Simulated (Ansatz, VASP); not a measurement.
# Al2Co in VASP and in Ansatz

```
Al Co
1.0
     3.71422    0.00000    0.00000
    -1.85711    3.21661    0.00000
     0.00000    0.00000    3.51227
Al Co
2 1
Direct
  0.33333 0.66667 0.50000
  0.66667 0.33333 0.50000
  0.00000 0.00000 0.00000
```

Change from the starting cell: species swapped into the ErGa2 type (P6/mmm, No. 191).

Alike in both runs: task single point; functional PBE; k mesh 6 × 6 × 6; occupations gaussian, width 0.1 eV; collinear spin.

|  | VASP | Ansatz |
| --- | --- | --- |
| version | VASP 6.6.1 | Ansatz 0.2.0 |
| potentials or method | VASP PAW PBE potentials, release 64 (Al, Co) | scalar-relativistic, plane waves, PAW |
| plane-wave cutoff (eV) | 520 | 420 |
| valence electrons in the cell | 15 | 23 |

|  | VASP | Ansatz | Ansatz less VASP |
| --- | --- | --- | --- |
| gap on the k mesh at the Fermi level (eV) | none | none | - |
| pressure (GPa) | 22.5 | 22.3 | -0.21 |
| largest component of the traceless stress (GPa) | 51.09 | 51.01 | -0.078 |
| net moment per atom (μB) | 0.15 | 0.14 | -0.002 |
| size of the moment on the site where the two differ most (μB) | 0.43 | 0.43 | -0.002 |

Site moments also hang on the region over which each program counts them. A gap of «none» marks a metal or a gap that the smearing closes. With one functional, cell and mesh, what is left measures potentials, basis and numerics. The two sets of potentials don't hold the same shells in valence.

Caveats: so large a pressure means that the cell lies far from this level's equilibrium, or that cutoff or potentials fall short (VASP).
